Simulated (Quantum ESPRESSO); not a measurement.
The system is BN.

```
CELL_PARAMETERS angstrom
2.55394 0.00000 0.00000
-1.27697 2.21178 0.00000
0.00000 0.00000 4.22685
ATOMIC_POSITIONS crystal
N 0.33333 0.66667 0.12528
N 0.66667 0.33333 0.62528
B 0.33333 0.66667 0.49972
B 0.66667 0.33333 0.99972
```

Measurements of this composition are mostly on another form, of space group No. 194.

Base run:

| Property | Result |
| --- | --- |
| Program | Quantum ESPRESSO 7.5 |
| Functional | WC |
| Potentials or basis | GBRV 1.5 PBE |
| Cutoff | 612 eV |
| Density cutoff | 4898 eV |
| k mesh | 8 × 8 × 4, shifted |
| Occupations | fermi-dirac, width 0.05 eV |
| Spin | no spin polarisation |

Its results: pressure -4.9 GPa; largest force 0.013 eV/Å; electronic dielectric tensor (diagonal) 4.61, 4.61, 4.77.

Task: After a change of settings the same cell gave: pressure -0.1 GPa; largest force 0.018 eV/Å; electronic dielectric tensor (diagonal) 4.57, 4.57, 4.73. Which change was it?
A. functional from WC to PBEsol; potentials or basis from GBRV 1.5 PBE to GBRV 1.5 PBEsol
B. functional from WC to PBE
C. functional from WC to BLYP
D. functional from WC to LDA; potentials or basis from GBRV 1.5 PBE to GBRV 1.5 LDA

Result: B.

PBE binds less tightly than WC, so the same cell stands under more pressure.

Caveats: the potentials were made for another functional, which shifts forces and pressure (some runs); the cell is more than 3 GPa from zero pressure, which shifts response properties (some runs).
